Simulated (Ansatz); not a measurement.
Ag (beta tin type), DFT, PBE, all-electron LAPW, scalar-relativistic (Ansatz 0.2.0), on 1 thread of AMD EPYC 9R45 96-Core Processor (Zen 5) (shared host).

Command: `ansatz run input.yaml --threads 1 --pin off --max-ram 2048MiB --backend cpu --events-out ev --progress --plain --runs-dir out`

```yaml
crystal:
  lattice:
    - [-2.6608906731, 2.6608906731, 1.3950071283]
    - [2.6608906731, -2.6608906731, 1.3950071283]
    - [2.6608906731, 2.6608906731, -1.3950071283]
  atoms:
    - { symbol: Ag, position: [-0.375, -0.125, -0.25] }
    - { symbol: Ag, position: [0.375, 0.125, 0.25] }
kpoints:
  mp_grid: { grid: [15, 15, 15] }
  band_path:
    path:
      - [0.0, 0.0, 0.0]
      - [0.0, 0.0, 0.5]
      - [-0.5, 0.5, 0.5]
      - [0.0, 0.0, 0.0]
      - [0.3187129825, 0.3187129825, -0.3187129825]
      - [-0.3187129825, 0.6812870175, 0.3187129825]
      - [-0.5, 0.5, 0.5]
      - [0.0, 0.0, 0.5]
      - [0.25, 0.25, 0.25]
    npoints: 14
scf:
  occupations: { method: fermi_dirac, width: 0.1 }
hamiltonian:
  xc: pbe
  pseudopotentials: { kind: all_electron, lapw: { basis_error: 0.001 } }
output:
  forces: true
  stress: true
  eigenvalues: true
  populations: true
  dos: { projected: true, de: 0.2, e_range: [-14, 8] }
```

(1) How large is the problem that the program sets up?

(2) About how long does it take, and how much memory?

## Answers

(1) 288 irreducible k-points, 419 plane waves at Γ, 35 bands.

(2) 45 s of wall time for 9 SCF iterations, with a peak of 0.89 GiB. Times on shared machines scatter by tens of per cent.
